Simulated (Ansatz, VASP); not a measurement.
## One calculation of GaP, two programs

The input INCAR:

```
SYSTEM = GaP
ALGO = Normal
EDIFF = 1E-6
ENCUT = 520
GGA = PS
ISIF = 2
ISMEAR = -1
LASPH = .True.
LCHARG = .False.
LREAL = .False.
LWAVE = .False.
NBANDS = 26
NELM = 60
PREC = Accurate
SIGMA = 0.05
```

The input KPOINTS:

```
k-points
0
Gamma
  8 8 8
  0 0 0
```

The input POSCAR:

```
GaP
1.0
    1.9033506749      1.0989000245      6.2995322420
   -1.9033506749      1.0989000245      6.2995322420
    0.0000000000     -2.1978000491      6.2995322420
Ga P
2 2
Direct
    0.5646280000      0.5646280000      0.5646280000
    0.4353720000      0.4353720000      0.4353720000
    0.9426110000      0.9426110000      0.9426110000
    0.0573890000      0.0573890000      0.0573890000
```

File input.yaml:

```yaml
crystal:
  lattice:
    - [1.9033506749, 1.0989000245, 6.299532242]
    - [-1.9033506749, 1.0989000245, 6.299532242]
    - [0.0, -2.1978000491, 6.299532242]
  atoms:
    - { symbol: Ga, position: [0.564628, 0.564628, 0.564628] }
    - { symbol: Ga, position: [0.435372, 0.435372, 0.435372] }
    - { symbol: P, position: [0.942611, 0.942611, 0.942611] }
    - { symbol: P, position: [0.057389, 0.057389, 0.057389] }
hamiltonian:
  xc: pbesol
  pseudopotentials: { kind: paw }
kpoints:
  mp_grid: { grid: [8, 8, 8] }
scf:
  occupations: { method: fermi_dirac, width: 0.05 }
output:
  forces: true
  stress: true
  eigenvalues: true
```

Measurements of this composition are mostly on another form, of space group No. 216.

Alike in both runs: task single point; functional PBEsol; k mesh 8 × 8 × 8; occupations fermi-dirac, width 0.05 eV; no spin polarisation.

|  | VASP | Ansatz |
| --- | --- | --- |
| version | VASP 6.6.1 | Ansatz 0.2.0 |
| potentials or method | VASP PAW PBE potentials, release 64 (Ga_d, P) | Ansatz PAW |
| plane-wave cutoff (eV) | 520 | 420 |
| valence electrons in the cell | 36 | 36 |

VASP gave:

```
gap on the k mesh at the Fermi level (eV)       : 0.73
least direct gap on the mesh (eV)               : 1.12
pressure (GPa)                                  : 1.9
largest component of the traceless stress (GPa) : 0.85
rms of the force components (eV/Å)              : 0.120
```

Task: What did Ansatz give for the same quantities?

Result: gap on the k mesh at the Fermi level (eV): 0.72; least direct gap on the mesh (eV): 1.13; pressure (GPa): 1.9; largest component of the traceless stress (GPa): 0.86; rms of the force components (eV/Å): 0.125.

Atom by atom the forces differ by 0.006 eV/Å (rms over components).

Caveats: the PAW data sets were made with another functional, which shifts forces and pressure a little (VASP); the PAW data sets come from PBE, with cores solved anew for the run's functional, which leaves a small shift of forces and pressure (Ansatz). Expect the measured gap to be larger: semilocal functionals such as PBEsol lack the derivative discontinuity. A k mesh can miss the band edges.
